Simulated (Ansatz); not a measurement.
## Nb in Ansatz: the effect of functional

The system is Nb.

```
Nb
1.0
     0.00000    2.14283    2.14283
     2.14283    0.00000    2.14283
     2.14283    2.14283    0.00000
Nb
1
Direct
  0.00000 0.00000 0.00000
```

This isn't the form of Nb at room conditions, which is bcc.

The cell isn't the ideal one: volume scaled by 1.04.

Alike in all runs:

| Item | Value |
| --- | --- |
| Program | Ansatz 0.2.0 |
| Task | single point |
| Potentials or basis | Ansatz PAW |
| k mesh | 11 × 11 × 11 |
| Occupations | fermi-dirac, width 0.05 eV |
| Spin | no spin polarisation |

| functional | cutoff | pressure (GPa) |
| --- | --- | --- |
| LDA | 420 eV (not typed: the program's choice for these potentials) | -16.1 |
| PBEsol | 420 eV (not typed: the program's choice for these potentials) | ? |
| r2SCAN | 500 eV (not typed: the program's choice for these potentials) | -8.0 |

Question: What does the run with functional PBEsol give?

Answer: Pressure -12.7 GPa.

Caveats: the PAW data sets come from PBE, with cores solved anew for the run's functional, which leaves a small shift of forces and pressure.
